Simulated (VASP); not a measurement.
Input of a VASP 6.6.1 run:

File INCAR:

```
PREC = Accurate
ENCUT = 520
EDIFF = 1E-6
ISMEAR = 0
SIGMA = 0.02
LREAL = False
LASPH = True
NELM = 100
ALGO = Fast
ISIF = 2
LWAVE = False
LCHARG = False
LDIPOL = True
IDIPOL = 3
DIPOL = 0.5 0.5 0.500
GGA = PE
IVDW = 12
NBANDS = 27
```

File KPOINTS:

```
regular mesh
0
Gamma
  9 9 1
```

POSCAR

```
InSe
1.0
    4.2280000000      0.0000000000      0.0000000000
   -2.1140000000      3.6615554072      0.0000000000
    0.0000000000      0.0000000000     36.7211901288
Se In
2 2
Direct
    0.0000000000      0.0000000000      0.4250702551
    0.0000000000      0.0000000000      0.5749020002
    0.6666666667      0.3333333333      0.4611131992
    0.6666666667      0.3333333333      0.5388591109
```

Potentials or basis: VASP PAW PBE potentials, release 64 (Se, In_d).

Command:

```console
$ cat potpaw_PBE.64/Se/POTCAR potpaw_PBE.64/In_d/POTCAR > POTCAR
$ mpirun -np 1 vasp_std > vasp.out
```

Predict the dispersion energy per atom.

-0.196 eV.

What does it give for the band gap on the k mesh?

1.13 eV, indirect (least direct gap 1.18 eV).

Estimate the largest force.

0.715 eV/Å.

Forces on the atoms (eV/Å):
```
Se   0.000  0.000  0.715
Se   0.000  0.000 -0.715
In   0.000  0.000 -0.490
In   0.000  0.000  0.490
```

Caveat: spin-orbit coupling is left out, which moves the levels of the heavy elements. As with any semilocal functional, this PBE gap is likely too small.
